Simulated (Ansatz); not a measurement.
# VN: the cost of one run

Program: Ansatz 0.2.0. Level of theory: DFT PBEsol+U (U_eff = 3 eV on V d), plane waves, PAW. These are calculated values, not measurements.

3 further runs of the same task are left out: 3 that didn't finish.

### 1 The structure to begin with

It takes space group Fm-3m (No. 225, cubic). The conventional cell has a = 4.128 Å, b = 4.128 Å, c = 4.128 Å, α = 90.00°, β = 90.00°, γ = 90.00°. V (site symmetry m-3m) has 6 N at 2.06 Å as nearest neighbours. N (site symmetry m-3m) has 6 V at 2.06 Å as nearest neighbours.

Coordinates:

```cif
data_structure
_symmetry_space_group_name_H-M 'Fm-3m'
_symmetry_Int_Tables_number 225
_cell_length_a 4.1280
_cell_length_b 4.1280
_cell_length_c 4.1280
_cell_angle_alpha 90.000
_cell_angle_beta 90.000
_cell_angle_gamma 90.000
_cell_volume 70.34
loop_
_atom_site_label
_atom_site_type_symbol
_atom_site_symmetry_multiplicity
_atom_site_Wyckoff_symbol
_atom_site_fract_x
_atom_site_fract_y
_atom_site_fract_z
_atom_site_occupancy
V1 V 4 a 0.00000 0.00000 0.00000 1
N1 N 4 b 0.00000 0.00000 0.50000 1
```

An earlier series on this cell reached its lowest free state from «ferrimagnetic site moments held at first, then free», perhaps among other starts.

### 2 Antiferromagnetic start, free

Contents of input.yaml:

```yaml
crystal:
  lattice:
    - [0.0, 2.06400093, 2.06400093]
    - [2.06400093, 0.0, 2.06400093]
    - [4.12800186, 4.12800186, 0.0]
  atoms:
    - { symbol: V, position: [0.0, 0.0, 0.0], spin: 2.0 }
    - { symbol: "N", position: [0.5, 0.5, 0.25] }
    - { symbol: V, position: [0.0, 0.0, 0.5], spin: -2.0 }
    - { symbol: "N", position: [0.5, 0.5, 0.75] }
basis:
  ecutwfc: 420
  ecutrho_ratio: 4
kpoints:
  mp_grid: { grid: [8, 8, 8] }
hamiltonian:
  xc: pbesol
  hubbard:
    sites:
      - { site: 0, l: d, u_eff: 3.0, starting_ns: [{ spin: up, occupation_matrix: s0up }, { spin: down, occupation_matrix: s0down }] }
      - { site: 2, l: d, u_eff: 3.0, starting_ns: [{ spin: up, occupation_matrix: s2up }, { spin: down, occupation_matrix: s2down }] }
    occupation_matrices:
      s0up:
        matrix:
          - [0.02703, 0.00017, 0.00017, 0.0, 0.08142]
          - [0.00017, 0.495, 0.475, 0.0, -1.0e-05]
          - [0.00017, 0.475, 0.495, 0.0, -1.0e-05]
          - [0.0, 0.0, 0.0, 0.02, 0.0]
          - [0.08142, -1.0e-05, -1.0e-05, 0.0, 0.96297]
      s0down:
        matrix:
          - [0.02, 0.0, 0.0, 0.0, 0.0]
          - [0.0, 0.02, 0.0, 0.0, 0.0]
          - [0.0, 0.0, 0.02, 0.0, 0.0]
          - [0.0, 0.0, 0.0, 0.02, 0.0]
          - [0.0, 0.0, 0.0, 0.0, 0.02]
      s2up:
        matrix:
          - [0.02, 0.0, 0.0, 0.0, 0.0]
          - [0.0, 0.02, 0.0, 0.0, 0.0]
          - [0.0, 0.0, 0.02, 0.0, 0.0]
          - [0.0, 0.0, 0.0, 0.02, 0.0]
          - [0.0, 0.0, 0.0, 0.0, 0.02]
      s2down:
        matrix:
          - [0.02703, 0.00017, 0.00017, 0.0, 0.08142]
          - [0.00017, 0.495, 0.475, 0.0, -1.0e-05]
          - [0.00017, 0.475, 0.495, 0.0, -1.0e-05]
          - [0.0, 0.0, 0.0, 0.02, 0.0]
          - [0.08142, -1.0e-05, -1.0e-05, 0.0, 0.96297]
    ns_hold: { iters: 8 }
scf:
  occupations: { method: gaussian, width: 0.05 }
  lower_state_search: "off"
  max_iter: 150
output:
  forces: true
  stress: true
  eigenvalues: true
  populations: true
  hubbard: { sites: [{ site: 0, l: d }, { site: 2, l: d }] }
  write_density: true
  write_potential: true
  elf: true
  volumetric_format: npy
magnetization:
  spin_polarized: true
```

The typed matrices are held for 8 cycles.

Started as:

```sh
ansatz run input.yaml --threads 2 --pin off --max-ram 3072MiB --backend cpu --events-out ev --progress --plain --runs-dir out
```

What time and memory should one allow on 2 threads of Arm Neoverse V2, shared host?

About 14 s, with a peak of 0.59 GiB.
